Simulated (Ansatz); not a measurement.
What does this script print? It uses Ansatz 0.2.0 through its Python package.

`run_restart.py`
```python
# -*- coding: utf-8 -*-
"""Two stages for BaTe: converge the density, then read it back for bands."""

import argparse

import ansatz as az
from ase import Atoms

atoms = Atoms(
    ["Ba", "Te"],
    scaled_positions=[
        (0.0, 0.0, 0.0),
        (0.5, 0.5, 0.5),
    ],
    cell=[
        (4.262466, 0.0, 0.0),
        (0.0, 4.262466, 0.0),
        (0.0, 0.0, 4.262466),
    ],
    pbc=True,
)
xtal = az.Crystal.from_ase(atoms)

parser = argparse.ArgumentParser()
parser.add_argument("stage", choices=["scf", "bands"])
stage = parser.parse_args().stage
calc = (
    xtal.calculation()
    .functional("PBEsol")
    .basis(18 * az.Ha)
    .kpoints(4, center="gamma")  # the mesh must be finer for metals
    .occupations("Fixed")
)
if stage == "scf":
    r = calc.checkpoint(write="ground.run").run().report
    print(f"F = {r['free_energy_ev']:.5f} eV after {r['n_iterations']} iterations, saved")
else:
    points = {"G": (0.0, 0.0, 0.0), "X": (0.0, 0.5, 0.0), "M": (0.5, 0.5, 0.0), "R": (0.5, 0.5, 0.5)}
    res = calc.checkpoint(read="ground.run", post_process_only=True).band_structure(list(points.values()), intervals=1).run()
    bands = res.band_structure()
    for label, levels in zip(points, bands.channels[0].eigenvalues_ev - bands.fermi_energy_ev):
        print(f"{label:3s}", " ".join(f"{e:7.3f}" for e in levels if abs(e) < 6))
```

Running `python run_restart.py scf` prints:
```text
F = -12767.39005 eV after 6 iterations, saved
```

Output of `python run_restart.py bands`:
```text
G    -0.351  -0.351  -0.351   0.789   0.789   2.280   4.612
X    -3.354  -0.810  -0.810   1.587   4.300   4.821   4.966
M    -2.001  -2.001   0.000   0.969   2.528   2.957   2.957
R    -2.850  -2.850  -2.850   4.641   4.641   4.641
```

Notes:
- Total energies depend on the potentials; only differences at equal settings carry meaning. A total without «per atom» is that of the cell as typed.
- The computed bands are complete only to about 3.0 eV above the Fermi level.
- This cell is a computed structure, which may not be the phase found in nature.
- Levels are Kohn-Sham eigenvalues on this mesh, without spin-orbit coupling.
- Wall time of the script: 4.5 s on 1 thread of Intel(R) Xeon(R) Platinum 8259CL CPU @ 2.50GHz (Skylake/Cascade Lake) (shared host), peak memory 0.4 GiB.
